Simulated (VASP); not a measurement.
A VASP 6.6.1 single-point calculation on LiF

INCAR

```
NBANDS = 12
ISIF = 2
LREAL = .FALSE.
ISMEAR = -1
ISYM = 3
AMIX = 0.2
LASPH = .TRUE.
PREC = Accurate
LCHARG = .FALSE.
IMIX = 1
ENCUT = 520
LWAVE = .FALSE.
IBRION = -1
SIGMA = 0.02
NELM = 95
NSW = 0
EDIFF = 1E-7
GGA = PE
```

KPOINTS

```
KPOINTS created by Atomic Simulation Environment
0
Gamma
10 10 10
0 0 0
```

POSCAR

```
Li F
 1.0000000000000000
    -0.0368410052000000    1.9979281671000000    1.9979281671000000
     1.9979281671000000   -0.0368410052000000    1.9979281671000000
     1.9979281671000000    1.9979281671000000   -0.0368410052000000
 Li  F
   1   1
Cartesian
  0.0000000000000000  0.0000000000000000  0.0000000000000000
  1.9795076645000000  1.9795076645000000  1.9795076645000000
```

The recommended PBE PAW datasets give the neutral cell 10 valence electrons.

Command

```
mpirun -np 1 vasp_std
```

OSZICAR

```
N       E                     dE             d eps       ncg     rms          rms(c)
DAV:   1     0.314260169982E+02    0.31426E+02   -0.53973E+03  2904   0.844E+02
DAV:   2    -0.906465013506E+01   -0.40491E+02   -0.39654E+02  3368   0.188E+02
DAV:   3    -0.101348758065E+02   -0.10702E+01   -0.10673E+01  3676   0.265E+01
DAV:   4    -0.101460120391E+02   -0.11136E-01   -0.11136E-01  3128   0.282E+00
DAV:   5    -0.101461485563E+02   -0.13652E-03   -0.13652E-03  3600   0.229E-01
```

Standard output (part)

```
POSCAR found type information on POSCAR LiF
 POSCAR found :  2 types and       2 ions
 LDA part: xc-table for (Slater+PW92), standard interpolation
 POSCAR, INCAR and KPOINTS ok, starting setup
 WAVECAR not read
 entering main loop
|                     _     ____    _    _    _____     _                     |
|                    | |   | |_) | | |  | | | |  __    | |                    |
|                    |_|   |  _ <  | |  | | | | |_ |   |_|                    |
|                     _    | |_) | | |__| | | |__| |    _                     |
|     internal error in CHECK_FULL_KPOINTS: KPOINTS_FULL not properly         |
|     initialised                                                             |
|     If you are not a developer, you should not encounter this problem.      |
|     Please submit a bug report.                                             |
```

VASP stopped with an error.

The run took about 4.8 s on one core of a shared host (Intel Xeon Platinum 8488C) and held 0.14 GiB at most.
